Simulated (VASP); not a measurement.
## From VASP inputs to Ansatz: ZnSe (strained zincblende)

INCAR

```
LREAL = .FALSE.
ISMEAR = -1
LCHARG = .TRUE.
LELF = .TRUE.
NSW = 0
SIGMA = 0.02
EDIFF = 1E-7
ISIF = 2
NELM = 120
NBANDS = 16
LWAVE = .FALSE.
GGA = PE
IBRION = -1
ENCUT = 520
LASPH = .TRUE.
PREC = Accurate
```

KPOINTS

```
KPOINTS created by Atomic Simulation Environment
0
Gamma
8 8 8
0 0 0
```

KPOINTS_OPT

```
special points
6
Reciprocal
0.0000000000 0.0000000000 0.0000000000 1
-0.5000000000 -0.5000000000 0.0000000000 1
-0.3750000000 -0.3750000000 0.2500000000 1
-0.3750000000 0.0000000000 0.3750000000 1
0.0000000000 0.0000000000 0.5000000000 1
-0.5000000000 -0.2500000000 0.2500000000 1
```

POSCAR

```
Zn Se
 1.0000000000000000
     0.0000000000000000    2.7757722707000001    2.8980852750000001
     2.7757722707000001    0.0000000000000000    2.8980852750000001
     2.7757722707000001    2.7757722707000001    0.0000000000000000
 Zn  Se
   1   1
Cartesian
  0.0000000000000000  0.0000000000000000  0.0000000000000000
  1.3878861353500000  1.3878861353500000  1.4490426374999998
```

VASP ran with the recommended PBE PAW datasets (18 valence electrons in the cell).

Question: Write an Ansatz input for this cell and level of theory.

Answer: 

```yaml
crystal:
  lattice:
    - [0.0, 2.7757722707, 2.898085275]
    - [2.7757722707, 0.0, 2.898085275]
    - [2.7757722707, 2.7757722707, 0.0]
  atoms:
    - { symbol: Zn, position: [0.0, 0.0, 0.0] }
    - { symbol: Se, position: [0.25, 0.25, 0.25] }
kpoints:
  mp_grid: { grid: [8, 8, 8] }
  band_path:
    path:
      - [0.0, 0.0, 0.0]
      - [-0.5, -0.5, 0.0]
      - [-0.375, -0.375, 0.25]
      - [-0.375, 0.0, 0.375]
      - [0.0, 0.0, 0.5]
      - [-0.5, -0.25, 0.25]
    npoints: 1
hamiltonian:
  xc: pbe
scf:
  occupations: { method: fermi_dirac, width: 0.02 }
  n_extra_bands: 4
output:
  forces: true
  stress: true
  eigenvalues: true
```

Other inputs would serve too.

|  | VASP | Ansatz |
| --- | --- | --- |
| gap between bands v and c | 1.30 eV | 1.30 eV |
| least direct gap | 1.30 eV | 1.30 eV |
| pressure | 3.6 GPa | 3.4 GPa |

The two codes use different PAW datasets and cutoffs. VASP's cell holds 18 valence electrons and Ansatz's 28. Ansatz's stress includes a Pulay correction; VASP's doesn't.
